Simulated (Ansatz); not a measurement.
# MoS2: short molecular dynamics of a 12-atom cell, part 2 of 2

How do the atoms of MoS2 (CdI2 type) move when started on their sites? Runs: PBEsol, 20 steps of 1.5 fs under a Nosé-Hoover thermostat at 450 K; r2SCAN, 20 steps of 1 fs under a Langevin thermostat and barostat at 300 K. The cell is a 2×2×1 supercell of the structure relaxed with r2SCAN+rVV10.

Ansatz 0.2.0, plane waves. Earlier steps stand in the parts before.

## Step 8: The trajectory

Every step; energies are changes from step 0; msd is the mean square displacement from the start, the centre of mass held:

```
time (fs)  T (K)  potential energy change (meV/atom)  conserved energy change (meV/atom)  volume (Å³/atom)  pressure (GPa)  msd S (Å²)  msd Mo (Å²)
      0.0    275                                 0.0                                0.00             17.80             1.4       0.000        0.000
      1.0    280                                 0.1                                0.00             17.80             1.4       0.000        0.000
      2.0    267                                 0.3                                0.00             17.81             1.3       0.000        0.000
      3.0    274                                 0.6                                0.00             17.82             1.3       0.000        0.000
      4.0    285                                 1.1                                0.00             17.83             1.2       0.000        0.000
      5.0    269                                 1.7                                0.00             17.85             1.0       0.001        0.000
      6.0    274                                 2.4                                0.00             17.88             0.8       0.001        0.000
      7.0    275                                 3.3                                0.00             17.90             0.7       0.001        0.000
      8.0    268                                 4.4                                0.00             17.93             0.5       0.001        0.000
      9.0    249                                 5.7                                0.00             17.95             0.3       0.002        0.000
     10.0    243                                 6.9                                0.01             17.96             0.3       0.002        0.001
     11.0    215                                 8.2                                0.01             17.97             0.3       0.003        0.001
     12.0    219                                 9.5                                0.01             17.97             0.3       0.003        0.001
     13.0    229                                10.8                                0.01             17.98             0.3       0.003        0.001
     14.0    230                                12.1                                0.01             17.98             0.4       0.004        0.001
     15.0    227                                13.3                                0.01             17.98             0.5       0.004        0.001
     16.0    241                                14.5                                0.01             17.98             0.6       0.005        0.001
     17.0    248                                15.7                                0.01             17.98             0.7       0.005        0.002
     18.0    233                                16.7                                0.01             17.99             0.7       0.006        0.002
     19.0    223                                17.7                                0.02             17.99             0.7       0.006        0.002
     20.0    219                                18.6                                0.01             18.00             0.8       0.007        0.002
```

time (fs), T (K) and a bar:
```
      0.0        275 ##########################
      1.0        280 ############################
      2.0        267 ######################
      3.0        274 #########################
      4.0        285 ##############################
      5.0        269 #######################
      6.0        274 #########################
      7.0        275 #########################
      8.0        268 #######################
      9.0        249 ##############
     10.0        243 ############
     11.0        215 
     12.0        219 ##
     13.0        229 ######
     14.0        230 ######
     15.0        227 #####
     16.0        241 ###########
     17.0        248 ##############
     18.0        233 ########
     19.0        223 ###
     20.0        219 ##
```

Pair distribution over the second half of the run:

```
r (Å)  g Mo–S
 0.68    0.00
 0.84    0.00
 1.00    0.00
 1.16    0.00
 1.32    0.00
 1.48    0.00
 1.64    0.00
 1.80    0.00
 1.96    0.00
 2.12    0.00
 2.28    1.56
 2.44   11.83
 2.60    0.29
```

## Step 9: Snapshots as a file

Positions (Å) and forces (eV/Å):

```xyz
12
Lattice="6.441 0.000 0.000 -3.221 5.578 0.000 0.000 0.000 5.946" Properties=species:S:1:pos:R:3:forces:R:3 pbc="T T T" time_fs=2.0 T=267 dE=0.0034
Mo   -0.001   -0.002    0.004   -0.081   -0.009   -0.165
S     0.003    1.865    1.540   -0.032   -0.027   -0.048
S     1.607    0.924    4.397   -0.002    0.085    0.184
Mo   -1.612    2.788   -0.004   -0.053   -0.036   -0.059
S    -1.619    4.655    1.539    0.061   -0.079   -0.001
S     0.002    3.729    4.404    0.013   -0.121    0.095
Mo    3.219    0.000    0.002    0.012    0.112   -0.108
S     3.226    1.857    1.546   -0.029    0.058   -0.081
S     4.829    0.926    4.390    0.018    0.040    0.253
Mo    1.615    2.789    0.004    0.086    0.011   -0.099
S     1.604    4.657    1.549    0.053   -0.082   -0.107
S     3.225    3.714    4.397   -0.046    0.048    0.138
12
Lattice="6.447 0.000 0.000 -3.224 5.584 0.000 0.000 0.000 5.951" Properties=species:S:1:pos:R:3:forces:R:3 pbc="T T T" time_fs=5.0 T=269 dE=0.0199
Mo   -0.003   -0.003    0.011   -0.223   -0.020   -0.402
S     0.007    1.874    1.531   -0.069   -0.043    0.019
S     1.605    0.920    4.401   -0.016    0.191    0.277
Mo   -1.616    2.788   -0.010   -0.136   -0.074   -0.125
S    -1.635    4.670    1.527    0.162   -0.222    0.161
S     0.005    3.749    4.413    0.024   -0.292    0.112
Mo    3.218   -0.001    0.005    0.064    0.286   -0.247
S     3.236    1.856    1.549   -0.071    0.145   -0.106
S     4.832    0.924    4.381    0.019    0.083    0.463
Mo    1.624    2.793    0.010    0.205    0.049   -0.203
S     1.595    4.676    1.556    0.134   -0.218   -0.152
S     3.231    3.711    4.397   -0.095    0.114    0.204
12
Lattice="6.456 0.000 0.000 -3.228 5.591 0.000 0.000 0.000 5.960" Properties=species:S:1:pos:R:3:forces:R:3 pbc="T T T" time_fs=8.0 T=268 dE=0.0533
Mo   -0.006   -0.006    0.016   -0.380   -0.022   -0.604
S     0.011    1.885    1.523   -0.103   -0.062    0.053
S     1.603    0.916    4.409   -0.014    0.303    0.357
Mo   -1.620    2.788   -0.015   -0.206   -0.082   -0.205
S    -1.653    4.687    1.517    0.298   -0.362    0.279
S     0.010    3.773    4.420    0.012   -0.492    0.182
Mo    3.219   -0.002    0.008    0.128    0.434   -0.352
S     3.247    1.856    1.554   -0.117    0.238   -0.163
S     4.837    0.923    4.375    0.010    0.131    0.667
Mo    1.634    2.799    0.015    0.316    0.115   -0.293
S     1.589    4.697    1.563    0.183   -0.358   -0.215
S     3.239    3.711    4.398   -0.126    0.156    0.295
12
Lattice="6.460 0.000 0.000 -3.230 5.595 0.000 0.000 0.000 5.963" Properties=species:S:1:pos:R:3:forces:R:3 pbc="T T T" time_fs=10.0 T=243 dE=0.0829
Mo   -0.009   -0.007    0.018   -0.491   -0.014   -0.722
S     0.013    1.893    1.517   -0.120   -0.097    0.102
S     1.602    0.912    4.414   -0.023    0.377    0.373
Mo   -1.622    2.786   -0.018   -0.259   -0.077   -0.273
S    -1.663    4.697    1.510    0.387   -0.447    0.362
S     0.011    3.788    4.422    0.006   -0.620    0.234
Mo    3.219   -0.003    0.010    0.184    0.513   -0.411
S     3.254    1.855    1.555   -0.152    0.304   -0.173
S     4.840    0.923    4.372    0.003    0.157    0.757
Mo    1.639    2.802    0.017    0.380    0.170   -0.350
S     1.586    4.710    1.567    0.209   -0.448   -0.245
S     3.240    3.711    4.397   -0.126    0.183    0.348
12
Lattice="6.462 0.000 0.000 -3.231 5.596 0.000 0.000 0.000 5.965" Properties=species:S:1:pos:R:3:forces:R:3 pbc="T T T" time_fs=12.0 T=219 dE=0.1137
Mo   -0.010   -0.009    0.020   -0.613   -0.012   -0.822
S     0.015    1.902    1.509   -0.135   -0.142    0.174
S     1.600    0.910    4.420   -0.029    0.434    0.345
Mo   -1.624    2.782   -0.021   -0.313   -0.063   -0.343
S    -1.673    4.704    1.505    0.483   -0.529    0.446
S     0.013    3.800    4.421   -0.008   -0.732    0.277
Mo    3.219   -0.003    0.012    0.234    0.566   -0.460
S     3.259    1.853    1.555   -0.181    0.362   -0.155
S     4.840    0.921    4.367    0.008    0.188    0.823
Mo    1.644    2.804    0.019    0.437    0.233   -0.394
S     1.583    4.720    1.570    0.230   -0.522   -0.254
S     3.240    3.709    4.396   -0.114    0.218    0.363
12
Lattice="6.463 0.000 0.000 -3.231 5.597 0.000 0.000 0.000 5.966" Properties=species:S:1:pos:R:3:forces:R:3 pbc="T T T" time_fs=15.0 T=227 dE=0.1593
Mo   -0.012   -0.013    0.022   -0.765   -0.031   -0.943
S     0.015    1.914    1.495   -0.130   -0.212    0.272
S     1.597    0.907    4.427   -0.032    0.505    0.298
Mo   -1.627    2.778   -0.026   -0.425   -0.040   -0.410
S    -1.688    4.711    1.499    0.629   -0.623    0.535
S     0.017    3.817    4.421   -0.040   -0.898    0.296
Mo    3.218   -0.002    0.013    0.283    0.653   -0.507
S     3.264    1.851    1.555   -0.221    0.444   -0.108
S     4.839    0.918    4.360    0.012    0.238    0.900
Mo    1.654    2.808    0.020    0.531    0.313   -0.424
S     1.580    4.735    1.571    0.246   -0.636   -0.235
S     3.238    3.703    4.393   -0.089    0.286    0.327
12
Lattice="6.463 0.000 0.000 -3.232 5.597 0.000 0.000 0.000 5.966" Properties=species:S:1:pos:R:3:forces:R:3 pbc="T T T" time_fs=18.0 T=233 dE=0.2010
Mo   -0.015   -0.015    0.023   -0.900   -0.046   -0.998
S     0.013    1.928    1.484   -0.096   -0.291    0.335
S     1.593    0.904    4.435   -0.034    0.577    0.228
Mo   -1.631    2.772   -0.031   -0.541   -0.031   -0.417
S    -1.705    4.716    1.496    0.795   -0.686    0.583
S     0.022    3.830    4.424   -0.088   -1.044    0.272
Mo    3.216    0.000    0.013    0.320    0.747   -0.495
S     3.268    1.849    1.555   -0.248    0.506   -0.062
S     4.838    0.915    4.355   -0.002    0.274    0.928
Mo    1.666    2.812    0.020    0.609    0.365   -0.396
S     1.575    4.748    1.573    0.266   -0.740   -0.220
S     3.238    3.697    4.393   -0.080    0.371    0.243
12
Lattice="6.465 0.000 0.000 -3.232 5.599 0.000 0.000 0.000 5.968" Properties=species:S:1:pos:R:3:forces:R:3 pbc="T T T" time_fs=20.0 T=219 dE=0.2236
Mo   -0.018   -0.016    0.023   -0.981   -0.050   -0.991
S     0.012    1.938    1.481   -0.067   -0.348    0.316
S     1.590    0.903    4.442   -0.037    0.626    0.177
Mo   -1.634    2.768   -0.034   -0.613   -0.029   -0.400
S    -1.716    4.720    1.495    0.891   -0.713    0.592
S     0.025    3.841    4.428   -0.117   -1.147    0.248
Mo    3.215    0.002    0.011    0.342    0.811   -0.456
S     3.270    1.848    1.555   -0.258    0.540   -0.035
S     4.838    0.914    4.353   -0.011    0.294    0.935
Mo    1.674    2.815    0.020    0.640    0.387   -0.354
S     1.572    4.757    1.574    0.282   -0.789   -0.222
S     3.239    3.694    4.393   -0.073    0.420    0.190
```

## Step 10: Summary of results

What follows sums up all 2 parts. Changes of volume or cell count from the first structure of part 1.

| quantity | value |
| --- | --- |
| run 1: length | 20 steps of 1.5 fs |
| run 1: temperature, first and last step | 450 and 429 K |
| run 1: temperature, second half | mean 369 K, from 345 to 429 K |
| run 1: potential energy, second half | +10 meV/atom from this run's first step |
| run 1: largest change of the conserved energy | 0.05 meV/atom |
| run 1: mean square displacement, second half | Mo 0.010, S 0.006 Å² |
| run 2: length | 20 steps of 1 fs |
| run 2: temperature, first and last step | 275 and 219 K |
| run 2: temperature, second half | mean 230 K, from 215 to 248 K |
| run 2: potential energy, second half | +13 meV/atom from this run's first step |
| run 2: largest change of the conserved energy | 0.02 meV/atom |
| run 2: volume, first and last step | 17.80 and 18.00 Å³/atom |
| run 2: mean square displacement, second half | S 0.004, Mo 0.001 Å² |

In words: Run 1: Against a set 450 K the second half averages 369 K, going from 360 to 429 K over that half. The conserved energy strays from its start by at most 0.05 meV/atom, 0.1 % of the mean kinetic energy, so a step of 1.5 fs is short enough over this time. The farthest move is 0.17 Å, against a mean nearest distance of 2.4 Å at the start: no atom has changed site so far. Run 2: Against a set 300 K the second half averages 230 K with a spread of 10 K (in equilibrium 12 atoms would scatter by about 71 K, over a far longer run); 13 meV/atom has gone into potential energy, and a thermostat that acts over some 100 fs has not made it up in 20 fs. The conserved energy strays from its start by at most 0.02 meV/atom, under 0.1 % of the mean kinetic energy, which is good for a step of 1 fs. The farthest move is 0.12 Å, against a mean nearest distance of 2.4 Å at the start: no atom has changed site so far. The volume changes by +1.1 % from first to last step. Averages from a run of 30 fs with 12 atoms are rough.
